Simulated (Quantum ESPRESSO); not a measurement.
# AlCo (Pm-3m) in Quantum ESPRESSO: notebook

Aim: see how the results for AlCo move with the level of theory and the settings. Levels: PBEsol, LDA. Tasks: band structure, single point, equation of state.

Program: Quantum ESPRESSO 7.5. These are calculated values, not measurements. Logs are shortened: lines on timing, memory, paths and dates and some standing lists are left out, and cuts for length are marked.

## Step 1: The structure

Symmetry: Pm-3m, No. 221, cubic system. The conventional cell has a = 2.819 Å, b = 2.819 Å, c = 2.819 Å, α = 90.00°, β = 90.00°, γ = 90.00°. Co (site symmetry m-3m) has 8 Al at 2.44 Å as nearest neighbours. Al (site symmetry m-3m) has 8 Co at 2.44 Å as nearest neighbours.

The cell is a database's computed one.

## Step 2: Band structure, PBEsol, collinear spin, ferromagnetic start

pw.in

```
&CONTROL
  calculation = 'scf'
  prefix = 'pwscf'
  outdir = './tmp'
  pseudo_dir = './pseudo'
  tprnfor = .true.
  tstress = .true.
  disk_io = 'low'
/
&SYSTEM
  ibrav = 0
  nat = 2
  ntyp = 2
  ecutwfc = 56
  ecutrho = 448
  nbnd = 19
  occupations = 'smearing'
  smearing = 'fd'
  degauss = 0.00367493
  nspin = 2
  starting_magnetization(1) = 0.1176
  starting_magnetization(2) = 0
/
&ELECTRONS
  conv_thr = 4d-10
  electron_maxstep = 120
  mixing_beta = 0.3
/
ATOMIC_SPECIES
Co    58.9332 co_pbesol_v1.2.uspp.F.UPF
Al    26.9815 al_pbesol_v1.uspp.F.UPF
CELL_PARAMETERS angstrom
   2.8194032100    0.0000000000    0.0000000000
   0.0000000000    2.8194032100    0.0000000000
   0.0000000000    0.0000000000    2.8194032100
ATOMIC_POSITIONS crystal
Co     0.5000000000    0.5000000000    0.5000000000
Al     0.0000000000    0.0000000000    0.0000000000
K_POINTS automatic
9 9 9 0 0 0
```

bands.in

```
&CONTROL
  calculation = 'bands'
  prefix = 'pwscf'
  outdir = './tmp'
  pseudo_dir = './pseudo'
  disk_io = 'low'
  verbosity = 'high'
/
&SYSTEM
  ibrav = 0
  nat = 2
  ntyp = 2
  ecutwfc = 56
  ecutrho = 448
  nbnd = 19
  occupations = 'smearing'
  smearing = 'fd'
  degauss = 0.00367493
  nspin = 2
  starting_magnetization(1) = 0.1176
  starting_magnetization(2) = 0
/
&ELECTRONS
  conv_thr = 1d-08
  electron_maxstep = 120
  mixing_beta = 0.3
  diago_full_acc = .true.
  startingwfc = 'random'
/
ATOMIC_SPECIES
Co    58.9332 co_pbesol_v1.2.uspp.F.UPF
Al    26.9815 al_pbesol_v1.uspp.F.UPF
CELL_PARAMETERS angstrom
   2.8194032100    0.0000000000    0.0000000000
   0.0000000000    2.8194032100    0.0000000000
   0.0000000000    0.0000000000    2.8194032100
ATOMIC_POSITIONS crystal
Co     0.5000000000    0.5000000000    0.5000000000
Al     0.0000000000    0.0000000000    0.0000000000
K_POINTS crystal
60
 0.0000000000  0.0000000000  0.0000000000 1
 0.0000000000  0.0714285714  0.0000000000 1
 0.0000000000  0.1428571429  0.0000000000 1
 0.0000000000  0.2142857143  0.0000000000 1
 0.0000000000  0.2857142857  0.0000000000 1
 0.0000000000  0.3571428571  0.0000000000 1
 0.0000000000  0.4285714286  0.0000000000 1
 0.0000000000  0.5000000000  0.0000000000 1
 0.0714285714  0.5000000000  0.0000000000 1
 0.1428571429  0.5000000000  0.0000000000 1
 0.2142857143  0.5000000000  0.0000000000 1
 0.2857142857  0.5000000000  0.0000000000 1
 0.3571428571  0.5000000000  0.0000000000 1
 0.4285714286  0.5000000000  0.0000000000 1
 0.5000000000  0.5000000000  0.0000000000 1
 0.4545454545  0.4545454545  0.0000000000 1
 0.4090909091  0.4090909091  0.0000000000 1
 0.3636363636  0.3636363636  0.0000000000 1
 0.3181818182  0.3181818182  0.0000000000 1
 0.2727272727  0.2727272727  0.0000000000 1
 0.2272727273  0.2272727273  0.0000000000 1
 0.1818181818  0.1818181818  0.0000000000 1
 0.1363636364  0.1363636364  0.0000000000 1
 0.0909090909  0.0909090909  0.0000000000 1
 0.0454545455  0.0454545455  0.0000000000 1
 0.0000000000  0.0000000000  0.0000000000 1
 0.0357142857  0.0357142857  0.0357142857 1
 0.0714285714  0.0714285714  0.0714285714 1
 0.1071428571  0.1071428571  0.1071428571 1
 0.1428571429  0.1428571429  0.1428571429 1
 0.1785714286  0.1785714286  0.1785714286 1
 0.2142857143  0.2142857143  0.2142857143 1
 0.2500000000  0.2500000000  0.2500000000 1
 0.2857142857  0.2857142857  0.2857142857 1
 0.3214285714  0.3214285714  0.3214285714 1
 0.3571428571  0.3571428571  0.3571428571 1
 0.3928571429  0.3928571429  0.3928571429 1
 0.4285714286  0.4285714286  0.4285714286 1
 0.4642857143  0.4642857143  0.4642857143 1
 0.5000000000  0.5000000000  0.5000000000 1
 0.4545454545  0.5000000000  0.4545454545 1
 0.4090909091  0.5000000000  0.4090909091 1
 0.3636363636  0.5000000000  0.3636363636 1
 0.3181818182  0.5000000000  0.3181818182 1
 0.2727272727  0.5000000000  0.2727272727 1
 0.2272727273  0.5000000000  0.2272727273 1
 0.1818181818  0.5000000000  0.1818181818 1
 0.1363636364  0.5000000000  0.1363636364 1
 0.0909090909  0.5000000000  0.0909090909 1
 0.0454545455  0.5000000000  0.0454545455 1
 0.0000000000  0.5000000000  0.0000000000 1
 0.5000000000  0.5000000000  0.0000000000 1
 0.5000000000  0.5000000000  0.0625000000 1
 0.5000000000  0.5000000000  0.1250000000 1
 0.5000000000  0.5000000000  0.1875000000 1
 0.5000000000  0.5000000000  0.2500000000 1
 0.5000000000  0.5000000000  0.3125000000 1
 0.5000000000  0.5000000000  0.3750000000 1
 0.5000000000  0.5000000000  0.4375000000 1
 0.5000000000  0.5000000000  0.5000000000 1
```

Potentials or basis: GBRV 1.5 PBEsol.

The run is started by

```sh
$ OMP_NUM_THREADS=1 mpirun -n 2 pw.x -nk 2 -in pw.in > pw.out
$ OMP_NUM_THREADS=1 mpirun -n 2 pw.x -nk 2 -in bands.in > bands.out
```

pw.out:

```text
This program is part of the open-source Quantum ESPRESSO suite
     for quantum simulation of materials; please cite
[... 6 lines left out ...]
     using ibrav=0 with symmetry is DISCOURAGED, use correct ibrav instead

     K-points division:     npool     =       2
     Subspace diagonalization in iterative solution of the eigenvalue problem:
     a serial algorithm will be used

     G-vector sticks info
     --------------------
     sticks:   dense  smooth     PW     G-vecs:    dense   smooth      PW
     Sum        1005     505    161                24207     8601    1503

     Using Slab Decomposition

     bravais-lattice index     =            0
     lattice parameter (alat)  =       5.3279  a.u.
     unit-cell volume          =     151.2405 (a.u.)^3
     number of atoms/cell      =            2
     number of atomic types    =            2
     number of electrons       =        20.00
     number of Kohn-Sham states=           19
     kinetic-energy cutoff     =      56.0000  Ry
     charge density cutoff     =     448.0000  Ry
     scf convergence threshold =      4.0E-10
     mixing beta               =       0.3000
     number of iterations used =            8  plain     mixing
     Exchange-correlation= SLA  PW   PSX  PSC
                           (   1   4  10   8   0   0   0)

     celldm(1)=   5.327900  celldm(2)=   0.000000  celldm(3)=   0.000000
     celldm(4)=   0.000000  celldm(5)=   0.000000  celldm(6)=   0.000000

     crystal axes: (cart. coord. in units of alat)
               a(1) = (   1.000000   0.000000   0.000000 )
               a(2) = (   0.000000   1.000000   0.000000 )
               a(3) = (   0.000000   0.000000   1.000000 )

     reciprocal axes: (cart. coord. in units 2 pi/alat)
               b(1) = (  1.000000  0.000000  0.000000 )
               b(2) = (  0.000000  1.000000  0.000000 )
               b(3) = (  0.000000  0.000000  1.000000 )

     PseudoPot. # 1 for Co read from file:
     co_pbesol_v1.2.uspp.F.UPF
     Pseudo is Ultrasoft + core correction, Zval = 17.0
     Generated by new atomic code, or converted to UPF format
     Using radial grid of  863 points,  6 beta functions with:
                l(1) =   0
                l(2) =   0
                l(3) =   1
                l(4) =   1
                l(5) =   2
                l(6) =   2
     Q(r) pseudized with  8 coefficients,  rinner =    1.200   1.200   1.200
                                                       1.200   1.200

     PseudoPot. # 2 for Al read from file:
     al_pbesol_v1.uspp.F.UPF
     Pseudo is Ultrasoft + core correction, Zval =  3.0
     Generated by new atomic code, or converted to UPF format
     Using radial grid of  893 points,  3 beta functions with:
                l(1) =   0
                l(2) =   1
                l(3) =   2
     Q(r) pseudized with  8 coefficients,  rinner =    0.900   0.900   0.900
                                                       0.900   0.900

     atomic species   valence    mass     pseudopotential
     Co               17.00    58.93320     Co( 1.00)
     Al                3.00    26.98150     Al( 1.00)

     Starting magnetic structure
     atomic species   magnetization
     Co              0.118
     Al              0.000

     48 Sym. Ops., with inversion, found

   Cartesian axes

     site n.     atom                  positions (alat units)
         1        Co     tau(   1) = (   0.5000000   0.5000000   0.5000000  )
         2        Al     tau(   2) = (   0.0000000   0.0000000   0.0000000  )

     number of k points=    35  Fermi-Dirac smearing, width (Ry)=  0.0037
                       cart. coord. in units 2pi/alat
        k(    1) = (   0.0000000   0.0000000   0.0000000), wk =   0.0013717
        k(    2) = (   0.0000000   0.0000000   0.1111111), wk =   0.0082305
        k(    3) = (   0.0000000   0.0000000   0.2222222), wk =   0.0082305
        k(    4) = (   0.0000000   0.0000000   0.3333333), wk =   0.0082305
        k(    5) = (   0.0000000   0.0000000   0.4444444), wk =   0.0082305
        k(    6) = (   0.0000000   0.1111111   0.1111111), wk =   0.0164609
[... 27 lines left out ...]
        k(   34) = (   0.3333333   0.4444444   0.4444444), wk =   0.0329218
        k(   35) = (   0.4444444   0.4444444   0.4444444), wk =   0.0109739

     Dense  grid:    24207 G-vectors     FFT dimensions: (  36,  36,  36)

     Smooth grid:     8601 G-vectors     FFT dimensions: (  25,  25,  25)

     Check: negative core charge=   -0.000014
     Generating pointlists ...
     new r_m :   0.3572 (alat units)  1.9033 (a.u.) for type    1
     new r_m :   0.3572 (alat units)  1.9033 (a.u.) for type    2

     Initial potential from superposition of free atoms

     starting charge      18.9976, renormalised to      20.0000
     Starting wfcs are   17 randomized atomic wfcs +    2 random wfcs

     Self-consistent Calculation

     iteration #  1     ecut=    56.00 Ry     beta= 0.30
     Davidson diagonalization with overlap
     ethr =  1.00E-02,  avg # of iterations =  5.6

     total energy              =    -299.50998738 Ry
     estimated scf accuracy    <      16.58976243 Ry

     total magnetization       =     0.27 Bohr mag/cell
     absolute magnetization    =     0.59 Bohr mag/cell

     iteration #  2     ecut=    56.00 Ry     beta= 0.30
     Davidson diagonalization with overlap
     ethr =  1.00E-02,  avg # of iterations =  3.0

     total energy              =    -304.20602073 Ry
     estimated scf accuracy    <      11.41227092 Ry

     total magnetization       =     0.05 Bohr mag/cell
     absolute magnetization    =     0.11 Bohr mag/cell
[... 141 lines left out ...]
     iteration # 17     ecut=    56.00 Ry     beta= 0.30
     Davidson diagonalization with overlap
     ethr =  3.99E-11,  avg # of iterations =  1.0

     total energy              =    -305.02579339 Ry
     estimated scf accuracy    <          1.3E-09 Ry

     total magnetization       =     0.00 Bohr mag/cell
     absolute magnetization    =     0.00 Bohr mag/cell

     iteration # 18     ecut=    56.00 Ry     beta= 0.30
     Davidson diagonalization with overlap
     ethr =  6.35E-12,  avg # of iterations =  1.0

     Magnetic moment per site  (integrated on atomic sphere of radius R)
     atom   1 (R=0.357)  charge= 15.6646  magn=  0.0000
     atom   2 (R=0.357)  charge=  1.2422  magn= -0.0000

     End of self-consistent calculation

 ------ SPIN UP ------------

          k = 0.0000 0.0000 0.0000 (  1045 PWs)   bands (ev):

   -79.7291 -43.1650 -43.1650 -43.1650   3.4153  11.6552  11.6552  13.9110
    13.9110  13.9110  20.8294  20.8294  20.8294  23.6997  23.6997  30.1781
    36.6800  36.6800  36.6800

          k = 0.0000 0.0000 0.1111 (  1061 PWs)   bands (ev):

   -79.7287 -43.1708 -43.1645 -43.1645   3.6550  11.6249  11.7214  13.7812
    13.7812  13.9245  19.0611  21.1623  21.1623  23.6580  25.2826  30.9420
    34.5929  34.5929  36.4559

          k = 0.0000 0.0000 0.2222 (  1069 PWs)   bands (ev):

   -79.7276 -43.1855 -43.1633 -43.1633   4.3634  11.3584  11.8948  13.4826
    13.4826  13.9588  16.8010  22.0742  22.0742  23.5400  27.0196  31.8756
    31.8756  33.3021  34.0615
[... 181 lines left out ...]
          k = 0.3333 0.4444 0.4444 (  1058 PWs)   bands (ev):

   -79.7194 -43.2042 -43.2041 -43.1926  10.1097  10.9025  10.9078  13.5366
    14.3174  15.0616  16.1433  17.7592  19.1952  21.1050  22.3823  22.8997
    26.6973  39.4332  41.7290

          k = 0.4444 0.4444 0.4444 (  1070 PWs)   bands (ev):

   -79.7187 -43.2031 -43.2030 -43.2030  10.4705  10.7328  10.7328  14.3728
    14.3728  16.0100  17.2276  17.2276  19.1147  20.6360  20.6360  21.4263
    24.9343  42.3056  42.3056

 ------ SPIN DOWN ----------

          k = 0.0000 0.0000 0.0000 (  1045 PWs)   bands (ev):

   -79.7291 -43.1650 -43.1650 -43.1650   3.4153  11.6552  11.6552  13.9111
    13.9111  13.9111  20.8294  20.8294  20.8294  23.6997  23.6997  30.1782
    36.6799  36.6799  36.6799

          k = 0.0000 0.0000 0.1111 (  1061 PWs)   bands (ev):

   -79.7286 -43.1708 -43.1645 -43.1645   3.6549  11.6249  11.7214  13.7813
    13.7813  13.9245  19.0611  21.1623  21.1623  23.6580  25.2826  30.9420
    34.5929  34.5929  36.4559

          k = 0.0000 0.0000 0.2222 (  1069 PWs)   bands (ev):

   -79.7276 -43.1855 -43.1633 -43.1633   4.3634  11.3584  11.8948  13.4827
    13.4827  13.9588  16.8010  22.0742  22.0742  23.5400  27.0196  31.8755
    31.8755  33.3021  34.0615
[... 181 lines left out ...]
          k = 0.3333 0.4444 0.4444 (  1058 PWs)   bands (ev):

   -79.7194 -43.2041 -43.2040 -43.1926  10.1097  10.9025  10.9078  13.5367
    14.3174  15.0616  16.1433  17.7592  19.1952  21.1050  22.3823  22.8997
    26.6974  39.4332  41.7290

          k = 0.4444 0.4444 0.4444 (  1070 PWs)   bands (ev):

   -79.7186 -43.2030 -43.2029 -43.2029  10.4705  10.7329  10.7329  14.3729
    14.3729  16.0100  17.2276  17.2276  19.1146  20.6360  20.6360  21.4263
    24.9343  42.3056  42.3056

     the Fermi energy is    14.7804 ev

!    total energy              =    -305.02579339 Ry
     estimated scf accuracy    <          3.5E-10 Ry
     smearing contrib. (-TS)   =      -0.00032325 Ry
     internal energy E=F+TS    =    -305.02547013 Ry

     The total energy is F=E-TS. E is the sum of the following terms:
     one-electron contribution =    -210.39269224 Ry
     hartree contribution      =     116.23261834 Ry
     xc contribution           =     -36.81705919 Ry
     ewald contribution        =    -174.04833704 Ry

     total magnetization       =     0.00 Bohr mag/cell
     absolute magnetization    =     0.00 Bohr mag/cell

     convergence has been achieved in  18 iterations

     Forces acting on atoms (cartesian axes, Ry/au):

     atom    1 type  1   force =     0.00000000    0.00000000    0.00000000
     atom    2 type  2   force =     0.00000000    0.00000000    0.00000000

     Total force =     0.000000     Total SCF correction =     0.000000

     Computing stress (Cartesian axis) and pressure

          total   stress  (Ry/bohr**3)                   (kbar)     P=        4.79
   0.00003254   0.00000000   0.00000000            4.79        0.00        0.00
   0.00000000   0.00003254   0.00000000            0.00        4.79        0.00
   0.00000000   0.00000000   0.00003254            0.00        0.00        4.79

=------------------------------------------------------------------------------=
   JOB DONE.
=------------------------------------------------------------------------------=
```

Wall time 24 s (2 MPI ranks of Arm Neoverse V2, shared host); peak memory 0.2 GiB.

Results:

```yaml
Free_energy: -4150.0873 eV
Pressure: 0.5 GPa
Band_gap_on_the_k_mesh: none (metal or under the smearing width)
Net_moment: 0.00 μB per cell
Absolute_moment: 0.00 μB per cell
Valence_electrons_inside_the_program's_atomic_spheres: Co 15.66; Al 1.24
```

Levels at the corners of the path, in eV from the Fermi level:
Spin up:
| point | band 8 | band 9 | band 10 | band 11 | band 12 | band 13 |
| --- | --- | --- | --- | --- | --- | --- |
| Γ | -0.87 | -0.87 | -0.87 | 6.05 | 6.05 | 6.05 |
| X | -1.80 | -1.80 | -0.75 | 0.20 | 8.46 | 10.74 |
| M | -2.80 | -1.57 | -1.57 | -0.24 | 2.51 | 3.66 |
| Γ | -0.87 | -0.87 | -0.87 | 6.05 | 6.05 | 6.05 |
| R | -0.20 | -0.20 | 2.36 | 2.36 | 2.36 | 4.31 |
| X | -1.80 | -1.80 | -0.75 | 0.20 | 8.46 | 10.74 |
| M | -2.80 | -1.57 | -1.57 | -0.24 | 2.51 | 3.66 |
| R | -0.20 | -0.20 | 2.36 | 2.36 | 2.36 | 4.31 |
Spin down:
| point | band 7 | band 8 | band 9 | band 10 | band 11 | band 12 | band 13 | band 14 |
| --- | --- | --- | --- | --- | --- | --- | --- | --- |
| Γ | -3.12 | -0.87 | -0.87 | -0.87 | 6.05 | 6.05 | 6.05 | 8.92 |
| X | -2.51 | -1.80 | -1.80 | -0.75 | 0.20 | 8.46 | 10.74 | 10.74 |
| M | -2.80 | -2.80 | -1.57 | -1.57 | -0.24 | 2.51 | 3.66 | 12.90 |
| Γ | -3.12 | -0.87 | -0.87 | -0.87 | 6.05 | 6.05 | 6.05 | 8.92 |
| R | -4.13 | -0.20 | -0.20 | 2.36 | 2.36 | 2.36 | 4.31 | 5.52 |
| X | -2.51 | -1.80 | -1.80 | -0.75 | 0.20 | 8.46 | 10.74 | 10.74 |
| M | -2.80 | -2.80 | -1.57 | -1.57 | -0.24 | 2.51 | 3.66 | 12.90 |
| R | -4.13 | -0.20 | -0.20 | 2.36 | 2.36 | 2.36 | 4.31 | 5.52 |

Caveat: the starting moments collapsed, and a magnetic state may lie lower.

[end of part 1 of 2]
